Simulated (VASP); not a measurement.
Set up this calculation in VASP 6.6.1, as the native input.

```
Task                   : relaxation of cell and atoms
Functional             : r2SCAN
Potentials or basis    : VASP PAW PBE potentials, release 64 (Ga_d)
Cutoff                 : 600 eV
k mesh                 : 16 × 16 × 16
Occupations            : methfessel-paxton, width 0.1 eV
Spin                   : no spin polarisation
Further INCAR settings : ALGO = Normal; EDIFF = 1e-07; IBRION = 2; EDIFFG = -0.005; NSW = 90; ISIF = 3
```

The structure of Ga lies in POSCAR:

```
Ga                                      
1.0
   -1.6552468997      1.6552468997      1.6552468997
    1.6552468997     -1.6552468997      1.6552468997
    1.6552468997      1.6552468997     -1.6552468997
  Ga            
     1
Direct
     0.0000000000000000    0.0000000000000000    0.0000000000000000
```

The cell was built by a generator and needn't be a form met in nature.

The input as run:

INCAR

```
SYSTEM = Ga
PREC = Accurate ; ENCUT = 600
EDIFF = 1E-7 ; ISMEAR = 1
SIGMA = 0.1 ; LREAL = .FALSE.
LASPH = .TRUE. ; NELM = 80
ALGO = Normal ; ISIF = 3
LWAVE = .FALSE. ; LCHARG = .FALSE.
METAGGA = R2SCAN ; LMIXTAU = .TRUE.
IBRION = 2 ; NSW = 90
EDIFFG = -0.005
```

KPOINTS

```
regular mesh
0
G
  16 16 16
  0 0 0
```

Potentials or basis: VASP PAW PBE potentials, release 64 (Ga_d).

Command:

```bash
$ cat potpaw_PBE.64/Ga_d/POTCAR > POTCAR
$ mpirun -np 1 vasp_std > vasp.out
```

Results of the run:

```json
{"Pressure after relaxing": "0.0 GPa", "Band gap on the k mesh": "none (metal or under the smearing width)"}
```

Caveat: the relaxation stopped at its first step, so nothing moved; the PAW data sets were made with another functional, which shifts forces and pressure a little.

Wall time 66 s on 1 thread of Intel(R) Xeon(R) Platinum 8488C (Sapphire Rapids), on a shared host, peak memory 0.16 GiB.
